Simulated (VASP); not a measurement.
ZrB2: equation of state with PBEsol

The system is ZrB2.

```
CELL_PARAMETERS angstrom
3.17000 0.00000 0.00000
-1.58500 2.74530 0.00000
0.00000 0.00000 3.53300
ATOMIC_POSITIONS crystal
Zr 0.00000 0.00000 0.00000
B 0.66667 0.33333 0.50000
B 0.33333 0.66667 0.50000
```

```
Program                : VASP 6.6.1
Task                   : equation of state
Functional             : PBEsol
Potentials or basis    : VASP PAW PBE potentials, release 64 (Zr_sv, B)
Cutoff                 : 520 eV
k mesh                 : 10 × 10 × 8
Occupations            : fermi-dirac, width 0.05 eV
Spin                   : no spin polarisation
Ladder                 : free
Further INCAR settings : ALGO = Normal; EDIFF = 1e-07; NBANDS = 16
```

```json
{"Equilibrium volume": "10.10 Å³/atom", "Bulk modulus at fixed shape and positions": "250 GPa", "Pressure derivative of the bulk modulus": "3.9"}
```

Energy against volume, from the lowest point:
```
volume (Å³/atom)  energy (meV/atom)
           9.634              17.64
           9.839               5.14
          10.044               0.00
          10.249               1.54
          10.454               9.11
          10.659              22.16
          10.864              40.16
```

All runs of the series together: 3.3 min on 1 thread of AMD EPYC 7R13 Processor (Zen 3), with other jobs on the host.

Caveat: the cell was scaled at fixed shape and fractional positions, which overstates the stiffness of a crystal with free parameters, most of all of layers and chains; the PAW data sets were made with another functional, which shifts forces and pressure a little.
